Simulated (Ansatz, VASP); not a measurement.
**Two plane-wave programs on CaS**

```xyz
4
Lattice="3.8991 0.0000 0.0000 0.0000 3.8991 0.0000 0.0000 0.0000 5.5803" Properties=species:S:1:pos:R:3 pbc="T T T"
Ca    0.0000    0.0000    0.0000
Ca    1.9495    1.9495    2.7901
S     1.9495    1.9495    0.0000
S     0.0000    0.0000    2.7901
```

Alike in both runs: task single point; functional LDA; k mesh 8 × 8 × 6; occupations gaussian, width 0.02 eV; no spin polarisation.

```csv
,VASP,Ansatz
version,VASP 6.6.1,Ansatz 0.2.0
potentials or method,"VASP PAW LDA potentials, release 64 (Ca_sv, S)","scalar-relativistic, plane waves, PAW"
plane-wave cutoff (eV),520,420
valence electrons in the cell,32,32
```

```csv
,VASP,Ansatz,Ansatz less VASP
gap on the k mesh at the Fermi level (eV),1.91,1.92,+0.013
least direct gap on the mesh (eV),1.92,1.93,+0.013
pressure (GPa),1.4,1.1,-0.28
largest component of the traceless stress (GPa),1.12,1.10,-0.022
```

A k mesh can miss the band edges. As with any semilocal functional, this LDA gap is likely too small.
